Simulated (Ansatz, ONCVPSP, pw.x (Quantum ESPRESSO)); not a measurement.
silicon: does the ONCV potential hold in the solid?

Si (Z = 14), optimised norm-conserving Vanderbilt (ONCV), made with ONCVPSP 4.0.1.1 (patched build) (PBEsol, scalar-relativistic). Core [Ne], reference 3s2 3p2. Waves: 3s: rc 1.95 bohr, ncon 4, nbas 7, qcut 3 1/bohr, 2 projectors, debl 1.5 Ha; 3p: rc 2.25 bohr, ncon 5, nbas 9, qcut 3.6 1/bohr, 2 projectors, debl 0.7 Ha; d scattering state at 0.28 Ha: rc 1.95 bohr, ncon 3, nbas 6, qcut 4.5 1/bohr, local. Local part: the d channel. Core correction: Teter function, fcfact 1.5, rcfact 1.75.

Atomic tests: cutoffs needed: 21 Ha and 30 Ha (the cutoffs (Ha) at which the residual kinetic energy of the hardest occupied pseudo-wave falls to 1 and 0.1 mHa per electron); ghost test: no bound ghost flagged; GHOST(+) flagged for s at 184.8 eV; largest excitation error: -131 meV (all-electron minus pseudo) for 3s1 3p0, out of 4 test configurations.

Crystal test: diamond Si in pw.x 7.5, no spin, 9³ k-points, Fermi–Dirac smearing 0.01 Ry, cutoffs 70/280 Ry. The reference is all-electron LAPW (Ansatz 0.2.0) with the same functional, mesh and smearing; V0 and B0 come from Birch–Murnaghan fits to the pressures at five volumes. Errors are pseudo minus all-electron; Δ is the rms difference of the E(V) curves that follow from these fits, minima aligned, over ±6 % about the mean V0. Mesh and smearing are coarse, so the numbers serve the comparison and aren't converged zero-temperature values; the lattice is a test structure that the element need not adopt.

| V (Å³/atom) | P all-electron (GPa) | P pseudo (GPa) |
| --- | --- | --- |
| 19.005 | 5.52 | 5.98 |
| 19.505 | 2.66 | 3.07 |
| 20.005 | 0.14 | 0.50 |
| 20.505 | -2.06 | -1.75 |
| 21.005 | -4.00 | -3.72 |

All-electron: a0 = 5.432 Å (V0 = 20.04 Å³/atom), B0 = 93.4 GPa.

Pseudopotential: mean pressure error (GPa): +0.37; a0 (Å): 5.439; a0 error (%): +0.13; B0 error (%): +0.4; Δ (meV/atom): 1.6.

Q: At the middle volume, how do free energy and pressure move when the wave cutoff is lowered (ecutrho kept at four times it)?

A:

| cutoff (Ry) | shift of F (meV/atom) | shift of P (GPa) |
| --- | --- | --- |
| 32 | +47.2 | -0.01 |
| 42 | +40.4 | -0.34 |
| 56 | +9.9 | -0.42 |

The run at the middle volume (35 k-points, 7 iterations) took about 7.5 s on one core of a shared host (Intel(R) Xeon(R) 6975P-C, 192 threads, 1512 GiB, load 53).
